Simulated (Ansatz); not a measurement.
## Vibrational response of P

The calculation used Ansatz 0.2.0, DFT PBE, scalar-relativistic, plane waves, PAW. Cutoff 420 eV, 12×12×8 k-points (Γ-centred), Fermi-Dirac smearing of 0.15 eV. No spin polarisation. Phonons by linear response, acoustic sum rule imposed.

The cell, relaxed at this level:
```
P
1.0
     1.73112   -5.19160    0.00000
     1.73112    5.19160    0.00000
     0.00000    0.00000    4.89144
P
6
Direct
  0.66667 0.33333 0.75001
  0.66667 0.33333 0.24999
  0.00000 0.00000 0.25002
  0.00000 0.00000 0.74998
  0.33333 0.66667 0.24999
  0.33333 0.66667 0.75001
```

The cell was found from a structure generator's guess, not taken from experiment. In a metal, frequencies depend on the k mesh and the smearing, soft modes most. This form isn't the element's ground state: it lies 90 meV/atom above the standard structure at this level.

(1) Is this structure stable against zone-centre distortions?

(2) List the optical modes at Γ (i marks imaginary ones).

## Answers

(1) Yes, at Γ: no optical mode is imaginary. Strains and other wave vectors aren't tested by this run.

(2)
| frequency (THz) | degeneracy |
| --- | --- |
| 2.70 | 1 |
| 2.70 | 1 |
| 4.78 | 1 |
| 5.22 | 1 |
| 5.22 | 1 |
| 6.74 | 1 |
| 6.74 | 1 |
| 6.86 | 1 |
| 6.86 | 1 |
| 8.45 | 1 |
| 8.45 | 1 |
| 9.13 | 1 |
| 9.13 | 1 |
| 9.60 | 1 |
| 9.61 | 1 |
